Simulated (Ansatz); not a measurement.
**TaN: one crystal by all-electron and frozen-core methods, part 1 of 2**

The same cell of TaN is computed with all-electron LAPW, PAW on the default files and all-electron PAW on datasets made for the crystal, to set the results side by side.

Computed with Ansatz 0.2.0 (DFT PBE, scalar-relativistic, unless a step's input says otherwise).

### 1 The system as given

The structure is hexagonal, space group P6_3/mmc (No. 194). The conventional cell has a = 3.048 Å, b = 3.048 Å, c = 4.918 Å, α = 90.00°, β = 90.00°, γ = 120.00°. Ta (site symmetry -3m) is surrounded by 6 N at 2.15 Å and 2 Ta at 2.46 Å. N (site symmetry -6m2) has 6 Ta at 2.15 Å as nearest neighbours.

Structure file:

```cif
data_structure
_symmetry_space_group_name_H-M 'P 1'
_symmetry_Int_Tables_number 1
_cell_length_a 3.0480
_cell_length_b 3.0480
_cell_length_c 4.9180
_cell_angle_alpha 90.000
_cell_angle_beta 90.000
_cell_angle_gamma 120.000
_cell_volume 39.57
loop_
_atom_site_label
_atom_site_type_symbol
_atom_site_fract_x
_atom_site_fract_y
_atom_site_fract_z
_atom_site_occupancy
Ta1 Ta 0.00000 0.00000 0.00000 1
Ta2 Ta 0.00000 0.00000 0.50000 1
N1 N 0.33333 0.66667 0.25000 1
N2 N 0.66667 0.33333 0.75000 1
```

The geometry is a database entry used as it stands. It may stem from high pressure or temperature, or be incomplete, so it serves as a test cell.

Atoms are numbered in the order of the input: Ta1, Ta2, N3, N4.

### 2 All-electron LAPW

File input.yaml:

```yaml
crystal:
  lattice:
    - [3.0480019786, 0.0, 0.0]
    - [-1.5240009893, 2.6396471442, 0.0]
    - [0.0, 0.0, 4.918]
  atoms:
    - { symbol: Ta, position: [0.0, 0.0, 0.0] }
    - { symbol: Ta, position: [0.0, 0.0, 0.5] }
    - { symbol: "N", position: [0.3333333333, 0.6666666667, 0.25] }
    - { symbol: "N", position: [0.6666666667, 0.3333333333, 0.75] }
kpoints:
  mp_grid: { grid: [11, 11, 6] }
  band_path:
    path:
      - [0.0, 0.0, 0.0]
      - [0.5, 0.0, 0.0]
      - [0.3333333333, 0.3333333333, 0.0]
      - [0.0, 0.0, 0.0]
      - [0.0, 0.0, 0.5]
      - [0.5, 0.0, 0.5]
      - [0.3333333333, 0.3333333333, 0.5]
      - [0.0, 0.0, 0.5]
      - [0.5, 0.0, 0.5]
    npoints: 8
scf:
  occupations: { method: fermi_dirac, width: 0.01 }
hamiltonian:
  xc: pbe
  pseudopotentials: { kind: all_electron, lapw: { basis_error: 0.001 } }
output:
  forces: true
  stress: true
  eigenvalues: true
  populations: true
  dos: { projected: true, de: 0.2, e_range: [-14, 8] }
```

Log:

```text
Ta: projections on atomic orbitals take those of the free atom 1s2 2s2 2p6 3s2 3p6 3d10 4s2 4p6 4d10 4f14 5s2 5p6 5d3 6s2, of charge +0.00 (hamiltonian.pseudopotentials.projection_atoms)
N: projections on atomic orbitals take those of the free atom 1s2 2s2 2p3, of charge +0.00 (hamiltonian.pseudopotentials.projection_atoms)
LAPW: plane waves up to 10.112 Å⁻¹, error target 1.0e-3 eV per atom; small_component_spin mean_spin; N in spheres of 0.917 Å, 7 of its electrons in bands, Dirac shells []; Ta in spheres of 1.229 Å, 43 of its electrons in bands, Dirac shells []
Engine: ansatz 0.2.0
Pseudopotentials: kind: all_electron
Pseudopotential: Ta, LAPW, valence charge 43, Koelling and Harmon's equation, gaussian nucleus
Pseudopotential: N, LAPW, valence charge 7, Koelling and Harmon's equation, gaussian nucleus
Functional definition: PBE
  parameter kappa = 0.804
  parameter beta = 0.06672455060314922
  exchange = pbe_x(kappa = kappa, mu = beta*pi^2/3)
  correlation = pbe_c(beta = beta)
Crystal: 4 atoms, lattice volume = 39.569 Å³
Basis set: ecut = 389.586881554812 eV, 687 PW (Γ), exchange–correlation at level 2
Bands: 60, of which v1, the nominal top of the filled ones, is band 50 counted from 1 (49 counted from 0)
Symmetry: 24 space group operations
Space group: P63/mmc (ITA 194), of the structure as read, at distance tolerance 3.4e-5 Å
k-points: 64 of 726
Non-local potential: Ta, projectors of the file, none
Non-local potential: N, projectors of the file, none
Initial density: superposition of atomic densities (chi_scale 0.1, normalization cell, long waves kept (reshape's long-wave potential 0.00 eV rms))
Initial wavefunctions: plane waves of lowest kinetic energy (no species holds an atomic orbital)
Functional: x = pbe(κ = 0.804, μ = 0.2195149727645171), c = pbe(β = 0.06672455060314922)
iter 1 solved again at ethr=7.51e-3 eV; its pass at ethr=1.00e-1 eV (dr2=7.51e0 eV) is discarded
SCF iter   1: F=—  HF=-852122.704321 eV  |F-HF|=—  |Δ(HF+E_count)|=         —  Δρ=1.30e-1  dr2=7.51e0  ethr=7.51e-3  ⟨swp⟩=2.0  Hψ=24532  notcnv=0
preconditioner: auto → Kerker (q_TF=auto, 3.184 Å⁻¹)  [metal: Δε(μ)=0.006 eV  Ē_g=23.616 eV  σ=0.010 eV  W_gap=0.15  n_scr=22 (ndim 8)  ℏωp=45.7 eV  f_vac=0.000  D(μ)=3.99/eV (n_scr^D=42)]
iter 2 solved again at ethr=5.18e-4 eV; its pass at ethr=7.51e-3 eV (dr2=5.18e-1 eV) is discarded
SCF iter   2: F=—  HF=-852119.616473 eV  |F-HF|=—  |Δ(HF+E_count)|=    3.09e0  Δρ=3.48e-2  dr2=5.18e-1  ethr=5.18e-4  ⟨swp⟩=2.0  Hψ=19477  notcnv=0
SCF iter   3: F=—  HF=-852119.555851 eV  |F-HF|=—  |Δ(HF+E_count)|=         —  Δρ=3.45e-2  dr2=5.71e-1  ethr=5.18e-4  ⟨swp⟩=2.0  Hψ=12159  notcnv=0
the basis was enlarged: its passes take 1.1 MiB over the memory plan, 1 of 1 planned eigensolver slots
SCF iter   4: F=—  HF=-852119.586365 eV  |F-HF|=—  |Δ(HF+E_count)|=   3.05e-2  Δρ=1.54e-2  dr2=1.16e-1  ethr=5.18e-4  ⟨swp⟩=2.0  Hψ=11586  notcnv=0
SCF iter   5: F=—  HF=-852119.461288 eV  |F-HF|=—  |Δ(HF+E_count)|=   1.25e-1  Δρ=4.09e-3  dr2=4.26e-3  ethr=1.16e-4  ⟨swp⟩=2.0  Hψ=12160  notcnv=0
SCF iter   6: F=—  HF=-852119.460893 eV  |F-HF|=—  |Δ(HF+E_count)|=   3.95e-4  Δρ=1.27e-3  dr2=4.82e-4  ethr=4.26e-6  ⟨swp⟩=2.0  Hψ=12159  notcnv=0
SCF iter   7: F=—  HF=-852119.461032 eV  |F-HF|=—  |Δ(HF+E_count)|=   1.39e-4  Δρ=4.76e-4  dr2=7.34e-5  ethr=4.82e-7  ⟨swp⟩=2.4  Hψ=11591  notcnv=0
SCF iter   8: F=—  HF=-852119.461061 eV  |F-HF|=—  |Δ(HF+E_count)|=   2.89e-5  Δρ=1.08e-4  dr2=4.58e-6  ethr=7.34e-8  ⟨swp⟩=3.0  Hψ=11880  notcnv=0
SCF iter   9: F=—  HF=-852119.461063 eV  |F-HF|=—  |Δ(HF+E_count)|=   1.52e-6  Δρ=5.27e-5  dr2=1.51e-6  ethr=4.58e-9  ⟨swp⟩=3.0  Hψ=11981  notcnv=0
SCF iter  10: F=-852119.461062 eV  HF=-852119.461062 eV  |F-HF|=1.00e-8  |Δ(HF+E_count)|=   4.66e-7  Δρ=1.22e-5  dr2=5.86e-8  ethr=1.51e-9  ⟨swp⟩=2.0  Hψ=11541  notcnv=0
SCF 1 converged in 10 iterations: F = -852119.461062 eV  dr2 = 5.86e-8
NSCF: frozen V_eff on 65 k-points
SCF converged after 10 iterations
Free energy (F): -852119.461062 eV
Harris-Foulkes:  -852119.461062 eV  (|F-HF|=1.00e-8)
Internal energy: -852119.460538 eV  (E = F + TS)
E sigma→0 (E₀):  -852119.460800 eV
Entropy (-TS):   -0.000525 eV (-0.131 meV/atom)
Fermi energy:    28.668818 eV
--- Per-component energies (eV) ---
  E_band       = -9184.911275
  E_kinetic    = 950885.382556
  E_xc         = -17632.552390
  E_electrostatic = -1785372.290703  (all electrons and nuclei)
  E_smearing   = -0.000525  (= −TS)
  E_closure    = 0.000000  (closes the sum)
  E_atoms      = -852082.224143  (free atoms, spherical and without spin; not in F)
  Σ components = -852119.461062   (vs F -852119.461062, Δ=0.00e0)
  Basis errors (estimates in eV, not in F): energy 3.0e-4 per atom: plane waves 2.5e-4 (1.4e-4 summed), levels above the bands 0.0e0, relativity 7.5e-8, radial functions 4.2e-5, core shells 1.4e-6; eigenvalues (radial functions only) 2.3e-6; not estimated: angular momenta, meshes, grids; target (lapw.basis_error) 1.0e-3; muffin-tin radii N 0.917 Å, Ta 1.229 Å
--- Forces (eV/Å), atoms counted from 1 ---
  atom   1  Ta    -0.00000000     0.00000000     0.00000000
  atom   2  Ta     0.00000000     0.00000000     0.00000000
  atom   3  N      0.00000000     0.00000000     0.00000000
  atom   4  N      0.00000000     0.00000000     0.00000000
  max |Σ_I F_I| component: 3.42e-30 eV/Å
--- Stress (GPa, compression-positive) ---
       31.604192      -0.000000       0.000000
       -0.000000      31.604192       0.000000
        0.000000       0.000000     113.661050
  P = ⅓ Tr σ = 58.9565 GPa (589.565 kbar)
--- Band table (eV; the first three rows and the last of 64) ---
  k-point 0: bands = ["-367.3541", "-367.3541", "-367.3541", "-367.3541", "-367.3176", "-367.3176", "-349.5771", "-349.5771", "-188.9170", "-188.9170", "-188.9170", "-188.9170", "-188.8897", "-188.8897", "-188.8897", "-188.8897", "-188.8620", "-188.8617", "-40.3123", "-40.0084", "-8.5900", "-6.7243", "-6.7243", "-6.3483", "-6.3483", "-5.5596", "8.0092", "8.1224", "8.1224", "8.1263", "8.1428", "8.1569", "8.1569", "8.1956", "8.1956", "8.2007", "8.2036", "8.2792", "8.2792", "8.2997", "9.6517", "13.1209", "18.5028", "20.7386", "20.7386", "23.3489", "25.0014", "25.0014", "25.0180", "26.7716", "26.7716", "28.0042", "28.0042", "31.4260", "32.9662", "33.6652", "33.6652", "35.2651", "36.1287", "36.1287"]
  k-point 1: bands = ["-367.3541", "-367.3541", "-367.3541", "-367.3541", "-367.3176", "-367.3176", "-349.5771", "-349.5771", "-188.9170", "-188.9170", "-188.9170", "-188.9170", "-188.8897", "-188.8897", "-188.8897", "-188.8897", "-188.8620", "-188.8618", "-40.2925", "-40.0293", "-8.4146", "-6.6999", "-6.6999", "-6.3743", "-6.3743", "-5.7992", "8.0201", "8.1208", "8.1280", "8.1280", "8.1467", "8.1633", "8.1633", "8.1910", "8.1910", "8.2009", "8.2034", "8.2694", "8.2694", "8.2814", "9.8558", "12.7910", "18.9344", "20.9180", "20.9180", "23.3069", "24.3851", "24.3851", "25.1545", "27.0064", "27.0064", "28.6161", "28.6161", "31.8908", "32.7433", "33.0710", "33.0710", "34.7243", "35.7043", "35.7043"]
  k-point 2: bands = ["-367.3541", "-367.3541", "-367.3541", "-367.3541", "-367.3176", "-367.3176", "-349.5771", "-349.5771", "-188.9170", "-188.9170", "-188.9170", "-188.9170", "-188.8897", "-188.8897", "-188.8897", "-188.8897", "-188.8619", "-188.8618", "-40.2379", "-40.0860", "-7.9195", "-6.6326", "-6.6326", "-6.4446", "-6.4446", "-6.4195", "8.0488", "8.1063", "8.1426", "8.1426", "8.1604", "8.1786", "8.1786", "8.1822", "8.1822", "8.2015", "8.2029", "8.2370", "8.2437", "8.2437", "10.4069", "12.0356", "19.9810", "21.4388", "21.4388", "22.5305", "23.2876", "23.2876", "26.4051", "27.6802", "27.6802", "29.2563", "29.2563", "31.1799", "32.4416", "32.4416", "32.9407", "34.2492", "34.6029", "34.6029"]
  k-point 63: bands = ["-367.3541", "-367.3541", "-367.3541", "-367.3541", "-367.3176", "-367.3176", "-349.5771", "-349.5771", "-188.9170", "-188.9170", "-188.9170", "-188.9170", "-188.8897", "-188.8897", "-188.8897", "-188.8897", "-188.8619", "-188.8619", "-40.1056", "-40.1056", "-7.1829", "-7.1829", "-7.0194", "-7.0194", "-6.9962", "-6.9962", "8.1247", "8.1247", "8.1505", "8.1505", "8.1721", "8.1721", "8.1771", "8.1771", "8.1904", "8.1904", "8.2004", "8.2004", "8.2158", "8.2158", "12.0210", "12.0210", "20.2881", "20.2881", "21.6142", "21.6142", "22.6454", "22.6454", "28.0772", "28.0772", "30.0208", "30.0208", "31.1904", "31.1904", "33.6467", "33.6467", "36.9820", "36.9820", "38.6815", "38.6815"]
--- Löwdin populations: 4 sites ---
  site symbol       q [e]
     0     Ta     72.2713
     1     Ta     72.2713
     2      N      7.6629
     3      N      7.6629
  spilling = 0.000822 (of n_electrons = 160.000000)
```

Run time: 3.1 min. Hardware: 1 thread, shared host.

In short: pressure 58.96 GPa; no gap.

At the corners of the path (eV, zero at the Fermi level):

| point | band 47 | band 48 | band 49 | band 50 | band 51 | band 52 | band 53 |
| --- | --- | --- | --- | --- | --- | --- | --- |
| Γ | -3.67 | -3.67 | -3.65 | -1.90 | -1.90 | -0.66 | -0.66 |
| M | -5.21 | -5.19 | -4.41 | 0.18 | 1.48 | 2.35 | 3.82 |
| K | -6.68 | -4.16 | -1.90 | 0.30 | 0.30 | 2.02 | 2.02 |
| Γ | -3.67 | -3.67 | -3.65 | -1.90 | -1.90 | -0.66 | -0.66 |
| A | -6.42 | -6.42 | -0.03 | -0.03 | -0.03 | -0.03 | -0.02 |
| L | -6.12 | -6.12 | -1.59 | -1.59 | 2.93 | 2.93 | 3.25 |
| H | -6.18 | -6.18 | -0.47 | -0.47 | 1.25 | 1.25 | 2.48 |
| A | -6.42 | -6.42 | -0.03 | -0.03 | -0.03 | -0.03 | -0.02 |
| L | -6.12 | -6.12 | -1.59 | -1.59 | 2.93 | 2.93 | 3.25 |

States per cell in windows of 1 eV (zero at the Fermi level; grid of 0.20 eV, so sharp peaks spill over the borders):

| from | to | total | Ta 5d | N 2p |
| --- | --- | --- | --- | --- |
| -10 | -9 | 0.72 | 0.26 | 0.36 |
| -9 | -8 | 2.62 | 0.87 | 1.46 |
| -8 | -7 | 2.33 | 0.88 | 1.34 |
| -7 | -6 | 2.56 | 0.79 | 1.62 |
| -6 | -5 | 3.11 | 0.75 | 2.17 |
| -5 | -4 | 0.86 | 0.25 | 0.56 |
| -4 | -3 | 0.62 | 0.43 | 0.17 |
| -3 | -2 | 0.62 | 0.49 | 0.12 |
| -2 | -1 | 0.90 | 0.75 | 0.11 |
| -1 | 0 | 1.48 | 1.17 | 0.22 |
| 0 | 1 | 2.34 | 1.87 | 0.37 |
| 1 | 2 | 1.77 | 1.41 | 0.27 |
| 2 | 3 | 1.74 | 1.44 | 0.21 |
| 3 | 4 | 1.54 | 1.14 | 0.13 |
| 4 | 5 | 2.66 | 1.78 | 0.24 |

(Continued in part 2 of 2.)
